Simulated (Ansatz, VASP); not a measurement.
## One calculation of SiC2, two programs

Contents of INCAR:

```
PREC = Accurate
ENCUT = 600
EDIFF = 1E-7
ISMEAR = 0
SIGMA = 0.1
LREAL = F
LASPH = T
NELM = 100
ALGO = Normal
ISIF = 3
LWAVE = F
LCHARG = F
GGA = PE
IBRION = 2
NSW = 90
EDIFFG = -0.04
```

KPOINTS

```
regular mesh
0
Gamma
  6 6 4
```

File POSCAR:

```
SiC2
1.0
    2.9496766788      0.0000000000      0.0000000000
   -1.4748383394      2.5544949368      0.0000000000
    0.0000000000      0.0000000000      7.2627850648
Si C
2 4
Direct
    0.3333333333      0.6666666667      0.2961550592
    0.6666666667      0.3333333333      0.7038449408
    0.0000000000      0.0000000000      0.6103377985
    0.6666666667      0.3333333333      0.9652317199
    0.0000000000      0.0000000000      0.3896622015
    0.3333333333      0.6666666667      0.0347682801
```

Input for Ansatz:

```yaml
crystal:
  lattice:
    - [2.9496766788, 0.0, 0.0]
    - [-1.4748383394, 2.5544949368, 0.0]
    - [0.0, 0.0, 7.2627850648]
  atoms:
    - { symbol: Si, position: [0.3333333333, 0.6666666667, 0.2961550592] }
    - { symbol: Si, position: [0.6666666667, 0.3333333333, 0.7038449408] }
    - { symbol: C, position: [0.0, 0.0, 0.6103377985] }
    - { symbol: C, position: [0.6666666667, 0.3333333333, 0.9652317199] }
    - { symbol: C, position: [0.0, 0.0, 0.3896622015] }
    - { symbol: C, position: [0.3333333333, 0.6666666667, 0.0347682801] }
basis:
  ecutwfc: 420
kpoints:
  mp_grid: { grid: [6, 6, 4] }
hamiltonian:
  xc: pbe
scf:
  occupations: { method: gaussian, width: 0.1 }
  lower_state_search: "off"
output:
  forces: true
  stress: true
  eigenvalues: true
relax:
  adjacent_minimum: "off"
  f_tol: 0.04
  max_steps: 70
  cell: { stress_tol: 0.4 }
```

Alike in both runs: task relaxation of cell and atoms; functional PBE; k mesh 6 × 6 × 4; occupations gaussian, width 0.1 eV; no spin polarisation.

|  | VASP | Ansatz |
| --- | --- | --- |
| version | VASP 6.6.1 | Ansatz 0.2.0 |
| potentials or method | VASP PAW PBE potentials, release 64 (Si, C) | scalar-relativistic, plane waves, PAW |
| plane-wave cutoff (eV) | 600 | 420 |
| valence electrons in the cell | 24 | 24 |

```csv
,VASP,Ansatz,Ansatz less VASP
"gap on the k mesh at the Fermi level, each at its own relaxed structure (eV)",1.48,1.48,0.000
relaxed volume (Å³/atom),9.12,9.12,0.000
relaxed cell length with the largest relative difference (Å),2.950,2.950,0.0000
```

Caveats: the relaxation stopped at its first step, so nothing moved. Expect the measured gap to be larger: semilocal functionals such as PBE lack the derivative discontinuity. A k mesh can miss the band edges.
